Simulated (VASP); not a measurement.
# Si2Mo under changes of volume

One of the cells (13.684 Å³/atom); the others are scaled copies at fixed shape and fractional positions:

```
Mo Si
1.0
    -1.61060    1.61060    3.95653
     1.61060   -1.61060    3.95653
     1.61060    1.61060   -3.95653
Mo Si
1 2
Cartesian
  0.0000 0.0000 0.0000
  0.0000 0.0000 5.2780
  0.0000 0.0000 2.6350
```

* Program: VASP 6.6.1
* Functional: PBEsol
* Potentials or basis: VASP PAW PBE potentials, release 64 (Mo_sv, Si)
* Cutoff: 520 eV
* k mesh: 12 × 12 × 12
* Occupations: fermi-dirac, width 0.05 eV
* Spin: no spin polarisation

```csv
volume (Å³/atom),energy over the lowest point (meV/atom),pressure (GPa),largest force (eV/Å)
12.611,?,?,?
12.879,7.71,7.1,0.258
13.148,0.00,2.1,0.291
13.684,7.58,-6.4,0.351
13.953,21.31,-10.0,0.379
14.221,40.75,-13.2,0.404
```

Question: What does the run at 12.611 Å³/atom give?

Answer: Energy over the lowest point 24.26 meV/atom; pressure 12.7 GPa; largest force 0.223 eV/Å.

Worked out: A Birch-Murnaghan fit of order 3 (a polynomial in V^(-2/3)) to the other rows has its minimum at 13.27 Å³/atom with B0 = V·E''(V) = 222 GPa and B' = 4.4 at fixed shape and positions, which overstates the stiffness. It gives 24.20 meV/atom at 12.611 Å³/atom, against the run's 24.26, and -dE/dV = 12.7 GPa, against 12.7.

Energies are extrapolated to zero smearing.

Caveats: the PAW data sets were made with another functional, which shifts forces and pressure a little.
